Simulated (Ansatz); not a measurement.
The system is CuO (Tenorite).

```
Cu O
1.0
     2.34185   -1.71130    0.00000
     2.34185    1.71130    0.00000
    -0.85003    0.00000    5.05787
Cu O
2 2
Cartesian
  0.7459 -0.8557 2.5289
  1.1709 0.8557 0.0000
  1.7043 0.2793 3.7934
  2.1293 -0.2793 1.2645
```

| Item | Value |
| --- | --- |
| Program | Ansatz 0.2.0 |
| Task | relaxation of cell and atoms |
| Functional | revPBE |
| Dispersion | D4 |
| Potentials or basis | Ansatz PAW |
| Cutoff | 420 eV (not typed: the program's choice for these potentials) |
| k mesh | 10 × 10 × 5 |
| Occupations | fermi-dirac, width 0.05 eV |
| Spin | no spin polarisation |

At the start: volume 10.13 Å³/atom.

**Question.** How do energy, volume and symmetry change on relaxing?

**Answer.** It ends after 27 steps and the volume is 10.85 Å³/atom (+7.1 %); space group P4_2/mmc (No. 131, to 0.05 Å).

The path:
| step | energy change (eV) | largest force (eV/Å) | volume (Å³) |
| --- | --- | --- | --- |
| 1 | 0.0000 | 0.2085 | 40.54 |
| 2 | -0.0071 | 0.1850 | 40.91 |
| 3 | -0.0187 | 0.0771 | 41.76 |
| 4 | -0.0216 | 0.0193 | 41.86 |
| 5 | -0.0237 | 0.0003 | 41.97 |
| 6 | -0.0235 | 0.0002 | 42.06 |
| 7 | -0.0235 | 0.0001 | 42.06 |
| 8 | -0.0379 | 0.0014 | 42.06 |
| 9 | -0.0422 | 0.0007 | 42.52 |
| 10 | -0.0421 | 0.0112 | 42.94 |
| 11 | -0.0426 | 0.0002 | 42.86 |
| 12 | -0.0426 | 0.0007 | 42.86 |
| 13 | -0.0503 | 0.0000 | 42.86 |
| 14 | -0.0524 | 0.0021 | 43.07 |
| 15 | -0.0522 | 0.0037 | 43.28 |
| 16 | -0.0524 | 0.0004 | 43.23 |
| 17 | -0.0562 | 0.0017 | 43.23 |
| 18 | -0.0572 | 0.0079 | 43.33 |
| 19 | -0.0571 | 0.0043 | 43.35 |
| 20 | -0.0583 | 0.0050 | 43.35 |
| 21 | -0.0586 | 0.0008 | 43.38 |
| 22 | -0.0586 | 0.0003 | 43.40 |
| 23 | -0.0590 | 0.0000 | 43.40 |
| 24 | -0.0591 | 0.0004 | 43.41 |
| 25 | -0.0592 | 0.0005 | 43.41 |
| 26 | -0.0592 | 0.0005 | 43.41 |
| 27 | -0.0592 | 0.0006 | 43.41 |

Final structure:
```cif
data_structure
_symmetry_space_group_name_H-M 'P 1'
_symmetry_Int_Tables_number 1
_cell_length_a 2.8984
_cell_length_b 2.8984
_cell_length_c 5.1676
_cell_angle_alpha 90.086
_cell_angle_beta 90.086
_cell_angle_gamma 89.514
_cell_volume 43.41
loop_
_atom_site_label
_atom_site_type_symbol
_atom_site_fract_x
_atom_site_fract_y
_atom_site_fract_z
_atom_site_occupancy
Cu1 Cu 0.50000 0.00000 0.50000 1
Cu2 Cu 0.00000 0.50000 0.00000 1
O1 O 0.49941 0.50059 0.75000 1
O2 O 0.50059 0.49941 0.25000 1
```

Caveat: the plane-wave basis is chosen anew once the cell has moved, so the energies of steps on either side of that aren't comparable; the pressure holds a Pulay correction of +0.6 GPa for the finite cutoff; the run has no spin polarisation, though such a crystal can be magnetic; the PAW data sets come from PBE, with cores solved anew for the run's functional, which leaves a small shift of forces and pressure.
